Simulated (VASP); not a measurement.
BN:

```xyz
2
Lattice="1.2511 0.7223 3.3729 -1.2511 0.7223 3.3729 0.0000 -1.4447 3.3729" Properties=species:S:1:pos:R:3 pbc="T T T"
N     0.0000    0.0000    6.7517
B     0.0000    0.0000    0.0033
```

The cell is a database's computed one.

- Program: VASP 6.6.1
- Task: relaxation of cell and atoms
- Functional: PBE
- Potentials or basis: VASP PAW PBE potentials, release 64 (N_GW, B_GW)
- Cutoff: 630 eV
- k mesh: 12 × 12 × 12
- Occupations: fermi-dirac, width 0.05 eV
- Spin: no spin polarisation

At the start: pressure 3.1 GPa; volume 9.14 Å³/atom.

Problem. How do energy, volume and symmetry change on relaxing?

Solution. Over 9 steps the energy falls by 9.0 meV/atom and the volume is 10.59 Å³/atom (+15.8 %); space group R3m (No. 160, to 0.05 Å).

The path:
```tsv
step	energy change (eV)	largest force (eV/Å)	pressure (GPa)	volume (Å³)
1	0.0000	0.0033	3.14	18.29
2	0.0019	0.0001	-3.60	18.77
3	-0.0020	0.0019	0.26	18.49
4	-0.0036	0.0015	0.22	18.61
5	-0.0079	0.0013	0.16	18.98
6	-0.0137	0.0114	0.06	19.71
7	-0.0180	0.0415	-0.06	21.18
8	-0.0163	0.2043	0.66	21.17
9	-0.0180	0.0011	0.05	21.17
```

Final structure:
```
N B
1.0
     1.25527    0.72473    3.87930
    -1.25527    0.72473    3.87930
     0.00000   -1.44946    3.87930
N B
1 1
Direct
  0.66713 0.66713 0.66713
  0.00044 0.00044 0.00044
```

Caveat: the volume moved by over 15 % at a fixed basis, so the end points are rough.
